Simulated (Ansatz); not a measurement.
Crystal: BaTiO3.

```xyz
10
Lattice="4.0073 0.0000 0.0000 0.0000 4.0073 0.0000 0.0000 0.0000 8.0146" Properties=species:S:1:pos:R:3 pbc="T T T"
Ba    2.3139    2.3844    1.9229
Ba    2.0570    1.8276    6.1203
Ti    0.1419    4.0001    0.1061
Ti    3.8069    3.8918    4.1558
O     2.2804    3.7093    7.8525
O     1.7205    3.8733    4.0115
O     3.8827    2.3866    7.8876
O     3.8235    1.8548    4.1970
O     3.8544    0.0411    1.7952
O     0.1626    0.0749    6.0314
```

Program: Ansatz 0.2.0. Alike in all runs: potentials or basis Ansatz PAW; cell as given; smearing fermi-dirac 0.05 eV.

Task: Order these runs on this cell by their pressure, lowest first.
A. level PBE; spin off; k mesh 9 × 9 × 5; cutoff (eV) 420
B. level PBEsol; spin SOC, no magnetisation; k mesh 7 × 7 × 4; cutoff (eV) 420; points for each segment of the path 10
C. level r2SCAN; spin off; k mesh 7 × 7 × 4; cutoff (eV) 500; points for each segment of the path 10

Result: B (12.0 GPa), C (15.6 GPa), A (18.3 GPa).

Caveats: so large a pressure means that the cell lies far from this level's equilibrium, or that cutoff or potentials fall short (some runs); the PAW data sets come from PBE, with cores solved anew for the run's functional, which leaves a small shift of forces and pressure (some runs).
